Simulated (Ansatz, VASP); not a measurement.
## One calculation of CdSe, two programs

The input POSCAR:

```
CdSe
1.0
    0.0000000000      3.0831198690      3.0432345071
    3.0831198690      0.0000000000      3.0432345071
    3.0831198690      3.0831198690      0.0000000000
Cd Se
1 1
Direct
    0.0000000000      0.0000000000      0.0000000000
    0.2500000000      0.2500000000      0.2500000000
```

Contents of INCAR.step1:

```
  ALGO = Normal
  EDIFF = 1E-4
  ENCUT = 520
  GGA = PE
  ISMEAR = 0
  LASPH = T
  LCHARG = F
  LREAL = F
  LWAVE = T
  NBANDS = 16
  NELM = 60
  PREC = Accurate
  SIGMA = 0.01
```

File INCAR.step2:

```
  ALGO = Normal
  EDIFF = 1E-6
  ENCUT = 520
  ISIF = 2
  ISMEAR = 0
  ISTART = 1
  LASPH = T
  LCHARG = F
  LMIXTAU = T
  LREAL = F
  LWAVE = F
  METAGGA = R2SCAN
  NBANDS = 16
  NELM = 60
  PREC = Accurate
  SIGMA = 0.01
```

Contents of KPOINTS:

```
k-points
0
Gamma
  8 8 8
```

Input for Ansatz:

```yaml
crystal:
  lattice:
    - [0.0, 3.083119869, 3.0432345071]
    - [3.083119869, 0.0, 3.0432345071]
    - [3.083119869, 3.083119869, 0.0]
  atoms:
    - { symbol: Cd, position: [0.0, 0.0, 0.0] }
    - { symbol: Se, position: [0.25, 0.25, 0.25] }
kpoints:
  mp_grid: { grid: [8, 8, 8] }
  band_path:
    path:
      - [0.0, 0.0, 0.0]
      - [-0.5, -0.5, 0.0]
      - [-0.375, -0.375, 0.25]
      - [-0.375, 0.0, 0.375]
      - [0.0, 0.0, 0.5]
      - [-0.5, -0.25, 0.25]
    npoints: 1
hamiltonian:
  xc: r2scan
scf:
  occupations: { method: fixed }
  n_extra_bands: 4
output:
  forces: true
  stress: true
  eigenvalues: true
```

Change from the starting cell: epitaxial_xy strain +0.5%.

Alike in both runs: task single point; functional r2SCAN; k mesh 8 × 8 × 8; no spin polarisation.

|  | VASP | Ansatz |
| --- | --- | --- |
| version | VASP 6.6.1 | Ansatz 0.2.0 |
| potentials or method | VASP PAW PBE potentials, release 64 (Cd, Se) | plane waves, PAW |
| plane-wave cutoff (eV) | 520 | 500 |
| occupations | gaussian, width 0.01 eV | fixed |
| valence electrons in the cell | 18 | 36 |

|  | VASP | Ansatz | Ansatz less VASP |
| --- | --- | --- | --- |
| gap on the k mesh at the Fermi level (eV) | 1.00 | 1.01 | +0.010 |
| pressure (GPa) | 0.1 | -0.2 | -0.24 |
| largest component of the traceless stress (GPa) | 0.14 | 0.15 | +0.001 |

The two sets of potentials don't hold the same shells in valence.

Caveats: the PAW data sets were made with another functional, which shifts forces and pressure a little (VASP).
